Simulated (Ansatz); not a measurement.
All-electron card of Te2Pt

```
Pt Te
1.0
     4.08996    0.00000    0.00000
    -2.04498    3.54201    0.00000
     0.00000    0.00000    5.38270
Pt Te
1 2
Direct
  0.00000 0.00000 0.00000
  0.33333 0.66667 0.25300
  0.66667 0.33333 0.74700
```

Atoms are numbered in the order listed.

The cell was built from the CdI2 type and relaxed in the same program, and has space group P-3m1; it needn't be a known or the stable phase.

Spin–orbit coupling is left out, though it moves levels of the heavy atoms by tenths of an eV or more.

Levels of theory: DFT, PBE, all-electron LAPW, scalar-relativistic (Ansatz 0.2.0); DFT, PBE, PAW with Ansatz's default frozen-core files, scalar-relativistic (Ansatz 0.2.0).

For LAPW: a Γ-centred 10×10×6 k mesh, Fermi–Dirac smearing of 0.05 eV, basis error target 1 meV/atom, no spin polarisation. PAW takes a cutoff of 420 eV at this cell. The Ansatz runs share mesh, smearing and spin set-up. Values come from LAPW unless marked.

| Property | Result |
| --- | --- |
| Bader charges (from the PAW run) | Pt1 -0.45, Te2 +0.23 e |
| Pressure at this cell | 0.0 kbar |
| Volume per atom | 175.4 bohr³ |

(1) Predict this quantity. Löwdin charges (with 0.24 e of the cell spilling out of the atomic basis, so their sizes and signs hang on that basis).

(2) Give the computed value. Density of states at the Fermi level (0.2 eV bin).

(3) Give the computed value. Band gap.

Answers

(1) Pt1 0.25, Te2 0.00 e.

(2) 0.76 states/eV per cell.

(3) none: bands cross the Fermi level, a metal.
